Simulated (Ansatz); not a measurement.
## SnSe₂ (P-3m1), an elastic constant from a strain scan

Theory: Ansatz 0.2.0, DFT PBEsol, scalar-relativistic, plane waves, PAW. Settings: plane waves to 420 eV, k-mesh 12×12×6 (Γ-centred), Gaussian smearing 0.05 eV. No spin polarisation. Energies are free energies at this smearing, counted from the undisturbed cell; pressure is positive in compression.

The undisturbed cell (relaxed at this level):

```yaml
crystal:
  lattice:
    - [3.81892, 0.00000, 0.00000]
    - [-1.90946, 3.30728, 0.00000]
    - [0.00000, 0.00000, 6.14557]
  atoms:
    - { symbol: Sn, position: [0.00000, 0.00000, 0.00000] }
    - { symbol: Se, position: [0.33333, 0.66667, 0.25807] }
    - { symbol: Se, position: [0.66667, 0.33333, 0.74193] }
```

The cell holds layers and no dispersion correction was added, so their binding is poorly described.

The cell is strained by ε times the Voigt pattern (1, 0, 0, 0, 0, 0) (xx, yy, zz, yz, xz, xy; engineering shear) with fractional coordinates fixed. The cell holds 3 atoms in V0 = 77.62 Å³. The stress column is τ = (1/V0) dE/dε, got from the stress tensor σ (compression positive) at each point as −det(1 + εP) σ : P(1 + εP)⁻¹, with P the pattern as a tensor.

| ε | ΔE (meV/atom) | τ (GPa) |
| --- | --- | --- |
| -0.0600 | ? | ? |
| -0.0300 | 9.097 | -3.929 |
| 0.0000 | 0.000 | 0.013 |
| 0.0150 | 2.050 | 1.647 |
| 0.0450 | 16.875 | 4.357 |

Problem. Which combination of elastic constants does this scan measure, and how large is it?

Solution. For small ε, τ = τ0 + Kε with K = pᵀCp, which for this pattern is C11 in the Cartesian frame shown. The parabola through τ at ε = -0.0300, 0 and 0.0150 has slope K = 116 GPa at zero. The energies per cell, E = NΔE, of the same two points give K = 2[E(ε₊)/ε₊ − E(ε₋)/ε₋]/[(ε₊ − ε₋)V0] = 121 GPa, in agreement. These are clamped-ion values.

Problem. Predict the withheld row at ε = -0.0600 from the harmonic law, and compare.

Solution. ΔE = V0(τ0 ε + Kε²/2)/N = 33.717 meV/atom and τ = -6.97 GPa. The calculation gives 39.821 meV/atom and -8.96 GPa: the energy lies 18 % above the harmonic value, as bonds stiffen under compression.

Forces appear on the atoms along this scan, and letting them relax would lower the energy and soften the response.

Cost: 5 runs of about 2.4 core-minutes in all, on Intel Xeon Platinum 8259CL (Skylake/Cascade Lake) (shared hosts).